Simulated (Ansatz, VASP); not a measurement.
## Mo: VASP beside Ansatz

```xyz
1
Lattice="-1.3954 1.3954 2.1229 1.3954 -1.3954 2.1229 1.3954 1.3954 -2.1229" Properties=species:S:1:pos:R:3 pbc="T T T"
Mo    0.0000    0.0000    0.0000
```

Alike in both runs: task relaxation of cell and atoms; functional r2SCAN; k mesh 8 × 8 × 8; occupations gaussian, width 0.1 eV; no spin polarisation.

```csv
,VASP,Ansatz
version,VASP 6.6.1,Ansatz 0.2.0
potentials or method,"VASP PAW PBE potentials, release 64 (Mo_sv)","scalar-relativistic, plane waves, PAW"
plane-wave cutoff (eV),600,500
valence electrons in the cell,14,14
```

|  | VASP | Ansatz | Ansatz less VASP |
| --- | --- | --- | --- |
| gap on the k mesh at the Fermi level, each at its own relaxed structure (eV) | none | none | - |
| relaxed volume (Å³/atom) | 16.10 | 16.04 | -0.065 |
| relaxed cell length with the largest relative difference (Å) | 2.971 | 2.967 | -0.0032 |
| energy change over the relaxation (meV/atom) | -78 | -82 | -4.4 |

A gap of «none» marks a metal or a gap that the smearing closes.

Caveats: the k mesh is coarse (spacing up to 0.40 Å⁻¹), so the values aren't converged; the PAW data sets were made with another functional, which shifts forces and pressure a little (VASP).
